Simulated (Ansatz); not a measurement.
A plane-wave DFT run in Ansatz 0.2.0 (scalar-relativistic PAW potentials unless the input names others): input and command.

```yaml
crystal:
  lattice:
    - [0.0, 1.9054476839, 1.9054476839]
    - [1.9054476839, 0.0, 1.9054476839]
    - [1.9054476839, 1.9054476839, 0.0]
  atoms:
    - { symbol: Rh, position: [0.0, 0.0, 0.0] }
basis:
  ecutwfc: 420
kpoints:
  mp_grid: { grid: [20, 20, 20] }
hamiltonian:
  xc: pbe
  dispersion: d3bj
scf:
  occupations: { method: tetrahedron_uncorrected }
  eigensolver: { kind: davidson }
output:
  forces: true
  eigenvalues: true
  stress: true
```

```bash
ansatz run input.yaml --threads 1 --pin off --max-ram 3072MiB --backend cpu --events-out ev --progress --plain --runs-dir out
```

Abridged log:
```
Basis set: ecut = 420 eV, 283 PW (Γ), exchange–correlation on 40×40×40 points (8 copies of the dense FFT grid, shifted against one another)
Bands: 13, of which v1, the nominal top of the filled ones, is band 9 counted from 1 (8 counted from 0)
Symmetry: 48 space group operations
k-points: 256 of 8000
SCF iter   1: F=—  HF=-6403.504368 eV  |F-HF|=—  |Δ(HF+E_count)|=         —  Δρ=2.76e-3  dr2=2.80e-4  ethr=1.77e-3  ⟨swp⟩=6.7  Hψ=15074  notcnv=0
SCF iter   2: F=—  HF=-6403.504523 eV  |F-HF|=—  |Δ(HF+E_count)|=   1.55e-4  Δρ=1.39e-3  dr2=4.61e-5  ethr=1.65e-6  ⟨swp⟩=4.0  Hψ=11299  notcnv=0  defer=3
SCF iter   3: F=—  HF=-6403.504551 eV  |F-HF|=—  |Δ(HF+E_count)|=   2.82e-5  Δρ=6.68e-4  dr2=1.11e-5  ethr=2.71e-7  ⟨swp⟩=3.0  Hψ=8570  notcnv=0
SCF iter   4: F=-6403.504564 eV  HF=-6403.504564 eV  |F-HF|=6.57e-9  |Δ(HF+E_count)|=   1.33e-5  Δρ=4.61e-5  dr2=5.67e-8  ethr=3.36e-10  ⟨swp⟩=3.0  Hψ=18084  notcnv=0
SCF iter   5: F=-6403.504564 eV  HF=-6403.504564 eV  |F-HF|=7.07e-9  |Δ(HF+E_count)|=   2.85e-9  Δρ=1.50e-5  dr2=1.03e-8  ethr=3.34e-10  ⟨swp⟩=3.0  Hψ=9804  notcnv=0
SCF iter   6: F=-6403.504564 eV  HF=-6403.504564 eV  |F-HF|=4.38e-10  |Δ(HF+E_count)|=   2.58e-9  Δρ=4.02e-6  dr2=6.42e-10  ethr=6.04e-11  ⟨swp⟩=2.0  Hψ=7684  notcnv=0
SCF 1 converged in 6 iterations: F = -6403.504564 eV  dr2 = 6.42e-10
  Residual-converged pass: ⟨swp⟩=2.0  Hψ=6565  notcnv=0  max |occ|·‖R‖ = 6.6e-6 eV (tolerance 6.7e-6 eV) dr2=6.25e-10  dr2_onsite=1.30e-10  max |Δocc| = 1.0e-11
SCF converged after 6 iterations
Free energy (F): -6403.504564 eV
Harris-Foulkes:  -6403.504564 eV  (|F-HF|=4.38e-10)
Internal energy: -6403.504508 eV  (E = F + TS)
E sigma→0 (E₀):  -6403.504564 eV
Entropy (-TS):   -0.000056 eV (-0.056 meV/atom)
Fermi energy:    22.213837 eV
  E_disp       = -0.643215  (pairwise vdW)
--- Forces (eV/Å), atoms counted from 1 ---
  atom   1  Rh     0.00000000     0.00000000     0.00000000
--- Stress (GPa, compression-positive) ---
       -3.351190       0.000000       0.000000
        0.000000      -3.351190       0.000000
        0.000000       0.000000      -3.351190
  P = ⅓ Tr σ = -3.3512 GPa (-33.512 kbar)
```

Apart from outputs, empty bands and the relaxation, which only the reference makes, the input differs from a reference run on usual settings in scf.occupations.width: 0.15 → not typed; scf.occupations.method: "fermi_dirac" → "tetrahedron_uncorrected"; hamiltonian.dispersion: not typed → "d3bj"; scf.eigensolver.kind: not typed → "davidson". The reference, at the same geometry, ended its own course with pressure 5.00 GPa, largest force 0.000 eV/Å, no gap on the mesh. This run converged in 6 SCF iterations with an energy at zero smearing 619 meV/atom below the reference's (the Hamiltonian itself differs), pressure -3.35 GPa, largest force 0.000 eV/Å, no gap on the mesh.

It took 1.6 s on 1 thread of Intel(R) Xeon(R) 6975P-C (Granite Rapids), on a shared host, peak memory 0.33 GiB.